Whoever sets up a calculation on SnTe must decide which density functional fixes the size of the cell, and whether a later change of program would spoil that choice. A functional is the approximate rule that turns the electron density into the exchange and correlation energy. The pressure of one and the same cell shows what is at stake. A positive value means that the crystal, as that calculation sees it, would expand if released, and a negative value means that it would contract.

Kohn-Sham DFT with ABINIT, GPAW and Ansatz for non-magnetic SnTe (Fm-3m), all in the same unrelaxed 2-atom cell with edges of 4.456 Å and no dispersion correction. The basis column gives the plane-wave cutoff. Pressures are for the static lattice, positive in compression, and those from Ansatz leave out the Pulay correction.

| method | rung | program | potentials | basis | spin orbit | k mesh | smearing | pressure (GPa) |
| --- | --- | --- | --- | --- | --- | --- | --- | --- |
| LDA | LDA | ABINIT | JTH PAW LDA v2.0 sp | 272 eV | no | 5x5x5 2-atom cell | Fermi Dirac 0.05eV | -1.690 |
| LDA | LDA | ABINIT | PseudoDojo NC SR LDA v0.4.1 standard | 925 eV | no | 5x5x5 2-atom cell | Fermi Dirac 0.05eV | -1.950 |
| PBE | GGA | GPAW | GPAW PAW data sets (gpaw data 1.2.1), other valence | 500 eV | no | 6x6x6 2-atom cell | Fermi Dirac 0.01eV | 1.130 |
| PBE | GGA | GPAW | GPAW PAW data sets (gpaw data 1.2.1) | 600 eV | no | 7x7x7 2-atom cell | Fermi Dirac 0.05eV | 1.950 |
| PBEsol | GGA | ABINIT | PseudoDojo NC SR PBEsol v0.4.1 standard | 925 eV | no | 5x5x5 2-atom cell | Fermi Dirac 0.05eV | -0.740 |
| PBEsol | GGA | Ansatz | Ansatz PAW | 420 eV | no | 7x7x7 2-atom cell | gaussian 0.05eV | -0.410 |
| HSE06 | hybrid | Ansatz | Ansatz PAW | 420 eV | yes | 3x3x3 2-atom cell | Fermi Dirac 0.05eV | 1.140 |
| PBE0 | hybrid | Ansatz | Ansatz PAW | 420 eV | yes | 3x3x3 2-atom cell | Fermi Dirac 0.05eV | 1.170 |

The sign changes with the functional. Both LDA rows want a smaller cell, both PBE rows want a larger one, and the two PBEsol rows lie between them, slightly on the side of contraction. The mean pressures are about -1.8, -0.6 and 1.5 GPa in the order LDA, PBEsol, PBE.

Programs, potentials and meshes differ as well, so this order has to be held against the scatter within one functional. The two PBE rows lie furthest apart, by 0.82 GPa. Some of the k meshes are coarse, so sampling error may be part of this scatter. The closest approach between two neighbouring functionals, from the higher LDA row to the lower PBEsol row, is 0.95 GPa. The order therefore survives, but with little room on that side. The best evidence for the lower step is a pair of ABINIT rows with the same kind of potentials, mesh and cutoff, where going from LDA to PBEsol raises the pressure by 1.21 GPa.

The reason lies in how each functional treats uneven density. Pressure is minus the slope of the energy against volume, $p=-dE/dV$, so a term pushes outward if it lowers the energy more in a large cell than in a small one. LDA takes the energy at each point from a uniform electron gas of the same density. PBE and PBEsol also look at how fast the density changes from place to place, and their exchange energy becomes lower where it changes quickly.

Expansion makes the density more uneven in just this sense. As Sn and Te move apart, the density between them thins out, and its variation grows relative to what is left. The gradient term in the exchange energy then gains more, which favours the larger cell. LDA lacks this reward for expansion and binds the atoms too tightly, as it does in most solids.

How strong the reward is depends on a coefficient $\mu$, which sets the response of exchange to small gradients. Its rough values are 0 in LDA, 0.12 in PBEsol and 0.22 in PBE. PBEsol was given the weaker term because density in a solid varies more gently than in a free atom. If the extra energy is proportional to $\mu$, so is the extra pressure, and the simplest model reads

$$p(\mu)=p_{\mathrm{LDA}}+K\mu ,$$

where $K$ is positive and measures how quickly the density becomes uneven as the cell grows.

The matched ABINIT pair fixes $K$, and PBE can then be estimated from rows that contain no PBE result:

$$p_{\mathrm{PBE}}\approx -1.95+1.21\times\frac{0.22}{0.12}\approx 0.3\ \mathrm{GPa}.$$

The model gets the sign right, but only just: the forecast lies closer to zero than the two PBE rows lie to each other. The size is too small, because even the lower PBE row stands at 1.13 GPa. The shortfall of about 0.9 GPa is slightly more than the largest scatter within one functional.

Part of the shortfall may have a reason in theory. Correlation has a gradient term too, and it works against the one in exchange. PBEsol weakens exchange by nearly half compared with PBE, but correlation only by about a third. The opposing term thus weighs more heavily in PBEsol, which holds its pressure down and makes the step up to PBE larger than $\mu$ alone suggests. How much of the shortfall comes from this and how much from the change of program is untested here, because the PBE rows come from GPAW.

A straight line in $\mu$, fitted to the six LDA, PBEsol and PBE rows together, tells the same story. Its typical miss is 0.4 GPa, and it rises to 0.6 GPa when each row is predicted from the other five. Both PBEsol rows fall below the line, as the argument about correlation would have it, but an upward shift of the GPAW rows alone would leave the same pattern. The printed output after this text lists the line for each row.

The wide gap between the two PBE rows does not come from two different electronic states. At the centre of the Brillouin zone, the distance from the upper filled levels to the next empty ones differs by only 0.03 eV. The band gaps read on the two meshes are about 0.5 eV apart, but that is most likely a matter of sampling. The band edges of SnTe lie at or near the point L on the zone boundary, which a 6x6x6 mesh can contain and a 7x7x7 mesh centred on the zone centre misses. What separates the two runs is the number of electrons treated explicitly, 30 in the lower row and 20 in the upper, along with the cutoff, the mesh and the smearing. Inner shells held frozen cannot respond when the neighbours come closer, so the electron count may play a part. The LDA pair speaks against it as the whole cause: on equal meshes one row freezes twenty electrons more than the other, yet the two differ by only 0.26 GPa. Their cutoffs and kinds of potential differ as well, however, and could hide part of the effect. The two PBE rows alone cannot separate the causes.

The hybrids, HSE06 and PBE0, replace part of the PBE exchange by exact exchange and keep the rest. They give 1.14 and 1.17 GPa, inside the range of the two PBE rows. That is plausible for functionals built on PBE, but it does not measure what exact exchange does: these rows also include spin-orbit coupling and come from another program. Nor should their close agreement be read as a verdict on screening, the feature that distinguishes HSE06 from PBE0, since a 3x3x3 mesh samples long-range exchange poorly.

For practical use, a pressure is easier to judge as a change of cell edge. With a bulk modulus $B$ of roughly 40 GPa, the edge would change by about $p/(3B)$ on release. LDA would shrink it by about 1.5 %, PBE would stretch it by 1 to 1.6 %, and PBEsol would shrink it by about half a per cent. These figures hold for a static lattice; thermal motion would add some outward pressure in every case.

A cell relaxed with one functional should therefore not be passed on to another as if it were free of stress. Keeping the functional and changing the program, the potentials or the numerical settings is a smaller disturbance, yet between the two PBE rows, which differ in potentials and settings, it still amounts to about 0.7 % of the edge. In PbTe, which has the same structure, the same reasoning puts LDA lowest and PBE highest again. The signs there would depend on the cell chosen, since a larger cell lowers all the pressures together and leaves their order as it is.

Printed output of the fit:

```
mean pressure of the LDA rows, GPa: -1.82
mean pressure of the PBEsol rows, GPa: -0.575
mean pressure of the PBE rows, GPa: 1.54
difference between the two LDA rows, GPa: 0.26
difference between the two PBEsol rows, GPa: 0.33
difference between the two PBE rows, GPa: 0.82
smallest distance from an LDA row up to a PBEsol row, GPa: 0.95
smallest distance from a PBEsol row up to a PBE row, GPa: 1.54
clean step LDA to PBEsol, same program and settings, GPa: 1.21
PBE pressure forecast from the clean pair by proportionality, GPa: 0.2683
lower PBE row less this forecast, GPa: 0.8617
difference between the two hybrid rows, GPa: 0.03
upper PBE row less the higher hybrid row, GPa: 0.78
change of the mesh gap between the two PBE rows, eV: 0.5043
change of the Gamma level distance between the same rows, eV: -0.033
fit of p on 6 rows (~hyb): constant -1.998 +/- 0.31, coefficient of mu 15.11 +/- 2.1; rms 0.384, worst PBE -0.623, leave-one-out rms 0.579
  rows outside the fit (model, value, miss): HSE06 1.327, 1.14, 0.187; PBE0 1.327, 1.17, 0.157
pressure, line and rough edge change:
     row  pressure_GPa  line_GPa  line_less_value_GPa  rough_edge_change_percent
     LDA         -1.69    -1.998              -0.3076                     -1.408
     LDA         -1.95    -1.998             -0.04761                     -1.625
     PBE          1.13     1.327               0.1969                     0.9417
     PBE          1.95     1.327              -0.6231                      1.625
  PBEsol         -0.74   -0.1843               0.5557                    -0.6167
  PBEsol         -0.41   -0.1843               0.2257                    -0.3417
   HSE06          1.14     1.327               0.1869                       0.95
    PBE0          1.17     1.327               0.1569                      0.975
```
